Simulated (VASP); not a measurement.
# PbO, density of states: which settings are enough?

PbO, P4/nmm (no. 129), 4 atoms in the cell. LDA; PAW potentials Pb_d, O (LDA set). VASP 6.6.1.

Wanted: density of states by 0.5 eV bins within 8 %; centre of the states within 12 eV below the valence top within 0.03 eV.

What the run is for: density of states; Accuracy asked: standard; k mesh of the density: 6 × 6 × 5.

POSCAR:
```
PbO
1.0
    3.9900000000      0.0000000000      0.0000000000
    0.0000000000      3.9900000000      0.0000000000
    0.0000000000      0.0000000000      5.0100000000
Pb O
2 2
Direct
    0.5000000000      0.0000000000      0.7600000000
    0.0000000000      0.5000000000      0.2400000000
    0.5000000000      0.5000000000      0.0000000000
    0.0000000000      0.0000000000      0.0000000000
```

The series start from Plane-wave cutoff (eV): 460; k-point mesh: 9 × 9 × 7; Energy points (NEDOS): 2001; Occupations for the DOS: ISMEAR=-5; Electronic threshold (eV): 1e-6; Precision mode (PREC): Accurate. Each series keeps the choices made before it, and each single choice may use up half of a tolerance. Times cover all steps of a run.

## Plane-wave cutoff (eV)

| Plane-wave cutoff (eV) | Density of states by 0.5 eV bins, largest deviation against the largest value | Centre of the states within 12 eV below the valence top (eV) | Time (s) |
|---|---|---|---|
| 320 | 2.3 % | -3.613 | 20 |
| 400 | 1.6 % | -3.628 | 34 |
| 460 | 0.094 % | -3.625 | 39 |
| 520 | 0.37 % | -3.625 | 47 |
| 640 (reference) | 0 % | -3.625 | 61 |

Chosen: 320, the loosest value from which every tighter one stays within half of the tolerance.

## k-point mesh

| k-point mesh | Density of states by 0.5 eV bins, largest deviation against the largest value | Centre of the states within 12 eV below the valence top (eV) | Time (s) |
|---|---|---|---|
| 4 × 4 × 3 | 25 % | -3.608 | 12 |
| 5 × 5 × 4 | 21 % | -3.611 | 13 |
| 6 × 6 × 5 | 11 % | -3.607 | 15 |
| 8 × 8 × 6 | 9.2 % | -3.621 | 23 |
| 9 × 9 × 7 | 7.7 % | -3.613 | 20 |
| 11 × 11 × 9 | 3.5 % | -3.624 | 32 |
| 14 × 14 × 11 | 1.5 % | -3.622 | 50 |
| 16 × 16 × 13 (reference) | 0 % | -3.620 | 64 |

Chosen: 11 × 11 × 9.

## Energy points (NEDOS)

| Energy points (NEDOS) | Density of states by 0.5 eV bins, largest deviation against the largest value | Centre of the states within 12 eV below the valence top (eV) | Time (s) |
|---|---|---|---|
| 301 | 7.8 % | -3.594 | 30 |
| 501 | 1.3 % | -3.617 | 29 |
| 1001 | 0.45 % | -3.624 | 28 |
| 2001 | 0.36 % | -3.624 | 32 |
| 4001 (reference) | 0 % | -3.624 | 26 |

Chosen: 501.

## Occupations for the DOS

| Occupations for the DOS | Density of states by 0.5 eV bins, largest deviation against the largest value | Centre of the states within 12 eV below the valence top (eV) | Time (s) |
|---|---|---|---|
| ISMEAR=-5 | 0 % | -3.617 | 29 |
| ISMEAR=-4 | 0 % | -3.617 | 28 |
| ISMEAR=0 SIGMA=0.05 | 9.9 % | -3.608 | 26 |
| ISMEAR=0 SIGMA=0.1 | 9.2 % | -3.611 | 32 |
| ISMEAR=-15 SIGMA=0.025 | 0 % | -3.617 | 37 |

Chosen: ISMEAR=-5; no other choice that stays within half of the tolerance saves 30 % of the time.

## Electronic threshold (eV)

| Electronic threshold (eV) | Density of states by 0.5 eV bins, largest deviation against the largest value | Centre of the states within 12 eV below the valence top (eV) | Time (s) |
|---|---|---|---|
| 0.001 | 0.83 % | -3.620 | 30 |
| 0.0001 | 0.13 % | -3.617 | 33 |
| 1e-5 | 0.56 % | -3.618 | 33 |
| 1e-6 (reference) | 0 % | -3.617 | 29 |

Chosen: 0.001.

## Precision mode (PREC)

| Precision mode (PREC) | Density of states by 0.5 eV bins, largest deviation against the largest value | Centre of the states within 12 eV below the valence top (eV) | Time (s) |
|---|---|---|---|
| Normal | 0.13 % | -3.620 | 22 |
| Accurate (reference) | 0 % | -3.620 | 30 |

Chosen: Normal.

## All choices together

| Input | Density of states by 0.5 eV bins, largest deviation against the largest value | Centre of the states within 12 eV below the valence top (eV) | Time (s) |
|---|---|---|---|
| defaults for smearing, thresholds and mesh (naive) | 21 % | -3.591 | 21 |
| chosen settings | 3.4 % | -3.620 | 22 |
| reference settings throughout | 0 % | -3.626 | 203 |

The tolerance is met.

## The input

INCAR.step1:
```
SYSTEM = PbO
  ALGO = Normal
  EDIFF = 0.001
  EFERMI = MIDGAP
  ENCUT = 320
  GGA = CA
  GGA_COMPAT = .False.
  ISMEAR = 0
  KPAR = 4
  LASPH = .True.
  LCHARG = .True.
  LREAL = .False.
  LWAVE = .False.
  NBANDS = 40
  NELM = 120
  PREC = Normal
  SIGMA = 0.03
```

INCAR.step2, as INCAR.step1 but for:
```
- ISMEAR = 0
- LCHARG = .True.
- SIGMA = 0.03
+ EMAX = 13.2656
+ EMIN = -8.7344
+ ICHARG = 11
+ ISMEAR = -5
+ LCHARG = .False.
+ LORBIT = 11
+ NEDOS = 501
```

KPOINTS.step1:
```
k-points
0
Gamma
  6 6 5
```

KPOINTS.step2:
```
Automatic mesh
0
Gamma
  11 11 9
  0 0 0
```

Commands (each step's output is kept before the next begins):
```
cat potpaw_LDA.64/Pb_d/POTCAR potpaw_LDA.64/O/POTCAR > POTCAR
cp INCAR.step1 INCAR
cp KPOINTS.step1 KPOINTS
mpirun -np 4 vasp_std > vasp.out
cp INCAR.step2 INCAR
cp KPOINTS.step2 KPOINTS
mpirun -np 4 vasp_std > vasp.out
```

The chosen input took VASP 6.6.1 22 s on 4 cores (Intel Xeon Platinum 8259CL @ 2.50GHz (Skylake/Cascade Lake)), a shared host.

## An input that fails: broad smearing on a coarse energy grid

It runs to its end, but against the unchanged starting input it is off by 20 % in the density of states by 0.5 eV bins, 0.001 eV in the centre of the states within 12 eV below the valence top.

Changes against the starting input:
```
(step 2)
- ISMEAR = -5
- NELM = 120
- NEDOS = 2001
+ ISMEAR = 0
+ NELM = 78
+ NEDOS = 301
+ SIGMA = 0.5
```
